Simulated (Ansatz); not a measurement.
Runs of Ansatz 0.2.0 on ZnS. It takes space group F-43m (No. 216, cubic). Conventional cell: a = 5.404 Å, b = 5.404 Å, c = 5.404 Å, α = 90.00°, β = 90.00°, γ = 90.00°. Zn (site symmetry -43m) is surrounded by 4 S at 2.34 Å. S (site symmetry -43m) has 4 Zn at 2.34 Å as nearest neighbours. 

| potentials or basis | cutoff (eV) | basis error allowed | gap on the mesh (eV) | pressure (GPa) |
| --- | --- | --- | --- | --- |
| all-electron LAPW, scalar-relativistic | 281 | 0.001 eV/atom | 1.98 | -2.0 |
| all-electron LAPW, inner shells corrected to Dirac's equation | 281 | 0.001 eV/atom | 1.98 | -2.0 |
| all-electron PAW datasets made for the crystal | 280 | - | 1.98 | -2.0 |
| all-electron LAPW, non-relativistic | 281 | 0.001 eV/atom | 2.25 | (a) |

Alike in all rows: task band structure; level PBEsol; no spin polarisation; cell as given; k mesh 9 × 9 × 9; smearing fermi-dirac 0.05 eV.

Q: Estimate the missing entries.

A: (a) -0.7.

The runs don't all hold the same shells in valence.
